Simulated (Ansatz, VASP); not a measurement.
Two plane-wave programs on B

```
B
1.0
     0.02928    2.23984    2.10423
     3.19035   -0.84225    2.97969
     3.16151    3.08859   -0.82966
B
8
Direct
  0.10894 0.82326 0.10844
  0.98150 0.94915 0.48309
  0.89104 0.67673 0.89157
  0.01851 0.55087 0.51691
  0.51846 0.05085 0.01691
  0.39107 0.17673 0.39156
  0.48153 0.44912 0.98310
  0.60895 0.32329 0.60843
```

Change from the starting cell: fcc type (Fm-3m, No. 225); cell x8, atoms moved at random (sigma 0.05 Å) and cell strained at random (1.5 %), then relaxed without symmetry.

Alike in both runs: functional PBEsol; k mesh 8 × 8 × 8; occupations gaussian, width 0.1 eV; no spin polarisation.

Ansatz relaxed the structure, and its values are those at the end. VASP's run is a single point on that final structure, the one shown.

|  | VASP | Ansatz |
| --- | --- | --- |
| version | VASP 6.6.1 | Ansatz 0.2.0 |
| potentials or method | VASP PAW PBE potentials, release 64 (B) | scalar-relativistic, plane waves, PAW |
| plane-wave cutoff (eV) | 520 | 420 |
| valence electrons in the cell | 24 | 24 |

|  | VASP | Ansatz | Ansatz less VASP |
| --- | --- | --- | --- |
| gap on the k mesh at the Fermi level (eV) | none | none | - |
| pressure (GPa) | 0.4 | 0.1 | -0.32 |
| rms of the force components (eV/Å) | 0.004 | 0.002 | -0.0015 |

A gap of «none» marks a metal or a gap that the smearing closes.

Caveats: the PAW data sets were made with another functional, which shifts forces and pressure a little (VASP).
